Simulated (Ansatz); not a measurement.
A relaxation computed with Ansatz, from input to last step.

```yaml
crystal:
  lattice:
    - [3.5596238663, 0.0, 0.0]
    - [-1.7798119332, 3.0827246962, 0.0]
    - [0.0, 0.0, 3.7568136049]
  atoms:
    - { symbol: Ta, position: [0.0, 0.0, 0.0] }
    - { symbol: C, position: [0.0, 0.0, 0.5] }
    - { symbol: C, position: [0.3333333333, 0.6666666667, 0.0] }
    - { symbol: C, position: [0.6666666667, 0.3333333333, 0.0] }
basis:
  ecutwfc: 420
kpoints:
  mp_grid: { grid: [6, 6, 4] }
hamiltonian:
  xc: pbe
scf:
  occupations: { method: gaussian, width: 0.1 }
  lower_state_search: "off"
output:
  forces: true
  stress: true
  eigenvalues: true
relax:
  adjacent_minimum: "off"
  f_tol: 0.04
  max_steps: 70
  cell: { stress_tol: 0.4 }
```

```bash
ansatz run input.yaml --threads 1 --pin off --max-ram 2560MiB --backend cpu --events-out ev --progress --plain --runs-dir out
```

These are results of Ansatz, DFT PBE, scalar-relativistic, plane waves, PAW, not measurements.

Of 8 frames 8 are shown, positions in Å and forces in eV/Å; the SCF threshold varies from step to step. Steps run on the plane waves of an earlier cell, with a Pulay correction in the pressure. The basis is chosen afresh for the last frame, the zero of the energies, and at times for earlier ones too; energy and pressure step there, also at an unchanged geometry. Here that happened at step 6 (-20 meV/atom, 1.5 GPa); the frames before carry an error of that size.

```xyz
4
Lattice="3.5596 0.0000 0.0000 -1.7798 3.0827 0.0000 0.0000 0.0000 3.7568" Properties=species:S:1:pos:R:3:forces:R:3 pbc="T T T" step=1 free_energy_over_end_meV_per_atom=619.20 pressure_GPa=74.45
Ta    0.0000    0.0000    0.0000    0.0000    0.0000    0.0000
C     0.0000    0.0000    1.8784    0.0000    0.0000    0.0000
C     0.0000    2.0551    0.0000    0.0000    0.0000    0.0000
C     1.7798    1.0276    0.0000    0.0000    0.0000    0.0000
4
Lattice="3.7033 0.0000 0.0000 -1.8517 3.2072 0.0000 0.0000 0.0000 3.9400" Properties=species:S:1:pos:R:3:forces:R:3 pbc="T T T" step=2 free_energy_over_end_meV_per_atom=174.22 pressure_GPa=31.36
Ta    0.0000    0.0000    0.0000    0.0000    0.0000    0.0000
C     0.0000    0.0000    1.9700    0.0000    0.0000    0.0000
C     0.0000    2.1381    0.0000    0.0000    0.0000    0.0000
C     1.8517    1.0691    0.0000    0.0000    0.0000    0.0000
4
Lattice="3.8203 0.0000 0.0000 -1.9102 3.3085 0.0000 0.0000 0.0000 4.1051" Properties=species:S:1:pos:R:3:forces:R:3 pbc="T T T" step=3 free_energy_over_end_meV_per_atom=30.24 pressure_GPa=6.79
Ta    0.0000    0.0000    0.0000    0.0000    0.0000    0.0000
C     0.0000    0.0000    2.0526    0.0000    0.0000    0.0000
C     0.0000    2.2057    0.0000    0.0000    0.0000    0.0000
C     1.9102    1.1028    0.0000    0.0000    0.0000    0.0000
4
Lattice="3.8662 0.0000 0.0000 -1.9331 3.3482 0.0000 0.0000 0.0000 4.1667" Properties=species:S:1:pos:R:3:forces:R:3 pbc="T T T" step=4 free_energy_over_end_meV_per_atom=21.16 pressure_GPa=-0.38
Ta    0.0000    0.0000    0.0000    0.0000    0.0000    0.0000
C     0.0000    0.0000    2.0833    0.0000    0.0000    0.0000
C     0.0000    2.2321    0.0000    0.0000    0.0000    0.0000
C     1.9331    1.1161    0.0000    0.0000    0.0000    0.0000
4
Lattice="3.8626 0.0000 0.0000 -1.9313 3.3451 0.0000 0.0000 0.0000 4.1661" Properties=species:S:1:pos:R:3:forces:R:3 pbc="T T T" step=5 free_energy_over_end_meV_per_atom=21.06 pressure_GPa=-0.03
Ta    0.0000    0.0000    0.0000    0.0000    0.0000    0.0000
C     0.0000    0.0000    2.0830    0.0000    0.0000    0.0000
C     0.0000    2.2301    0.0000    0.0000    0.0000    0.0000
C     1.9313    1.1150    0.0000    0.0000    0.0000    0.0000
4
Lattice="3.8626 0.0000 0.0000 -1.9313 3.3451 0.0000 0.0000 0.0000 4.1661" Properties=species:S:1:pos:R:3:forces:R:3 pbc="T T T" step=6 free_energy_over_end_meV_per_atom=0.59 pressure_GPa=1.49
Ta    0.0000    0.0000    0.0000    0.0000    0.0000    0.0000
C     0.0000    0.0000    2.0830    0.0000    0.0000    0.0000
C     0.0000    2.2301    0.0000    0.0000    0.0000    0.0000
C     1.9313    1.1150    0.0000    0.0000    0.0000    0.0000
4
Lattice="3.8720 0.0000 0.0000 -1.9360 3.3533 0.0000 0.0000 0.0000 4.1818" Properties=species:S:1:pos:R:3:forces:R:3 pbc="T T T" step=7 free_energy_over_end_meV_per_atom=0.20 pressure_GPa=0.10
Ta    0.0000    0.0000    0.0000    0.0000    0.0000    0.0000
C     0.0000    0.0000    2.0909    0.0000    0.0000    0.0000
C     0.0000    2.2355    0.0000    0.0000    0.0000    0.0000
C     1.9360    1.1178    0.0000    0.0000    0.0000    0.0000
4
Lattice="3.8720 0.0000 0.0000 -1.9360 3.3533 0.0000 0.0000 0.0000 4.1818" Properties=species:S:1:pos:R:3:forces:R:3 pbc="T T T" step=8 free_energy_over_end_meV_per_atom=0.00 pressure_GPa=0.10
Ta    0.0000    0.0000    0.0000    0.0000    0.0000    0.0000
C     0.0000    0.0000    2.0909    0.0000    0.0000    0.0000
C     0.0000    2.2355    0.0000    0.0000    0.0000    0.0000
C     1.9360    1.1178    0.0000    0.0000    0.0000    0.0000
```

The start puts this composition into another compound's structure type, which needn't suit it. The cell swells from 10.3 to 13.6 Å³ an atom, so the end can be far from any stable crystal. At the end the space group is P6/mmm (tolerance 0.05 Å).

It took 5.4 s on 1 thread of Intel(R) Xeon(R) 6975P-C (Granite Rapids), with other jobs on the host, peak memory 0.35 GiB.

The k mesh is coarse. Spin–orbit coupling is left out, which can shift energies with elements as heavy as these.